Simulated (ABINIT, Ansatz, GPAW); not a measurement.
SnO: programs and potentials compared

```
CELL_PARAMETERS angstrom
3.35500 0.00000 0.00000
0.00000 5.67410 0.00000
0.00000 0.00000 4.22197
ATOMIC_POSITIONS crystal
Sn 0.51597 0.76695 0.00432
Sn 0.99489 0.23071 0.51736
O 0.50538 0.10886 0.24849
O 0.99146 0.88834 0.74462
```

The cell comes from a database or a generator and needn't be the stable form of this composition.

Atoms were shifted at random by some hundredths of an Å from the given cell, which wasn't relaxed again for these runs.

Alike in all runs: task single point; functional PBEsol; k mesh 8 × 5 × 6; occupations fermi-dirac, width 0.05 eV; no spin polarisation; no spin-orbit coupling. Pressure is positive in compression and, in plane waves, holds the error of the finite cutoff.

```csv
program and potentials,plane-wave cutoff (eV),notes,pressure (GPa),largest force (eV/Å),energy over the undisturbed cell (meV/atom)
"ABINIT, PseudoDojo NC SR PBEsol v0.4.1 standard",1143,-,-1.29,0.889,11.65
"GPAW, PAW data sets generated for this functional",800,-,-2.44,0.835,9.47
"Ansatz, all-electron LAPW, scalar-relativistic",-,-,?,?,-
```

Problem. Estimate from the other rows what the run with Ansatz, all-electron LAPW, scalar-relativistic gave.

Solution. Pressure -1.88 GPa; largest force 0.844 eV/Å. The other rows, which needn't bracket it: pressure -2.44 to -1.29; largest force 0.835 to 0.889; energy over the undisturbed cell 9.47 to 11.65.
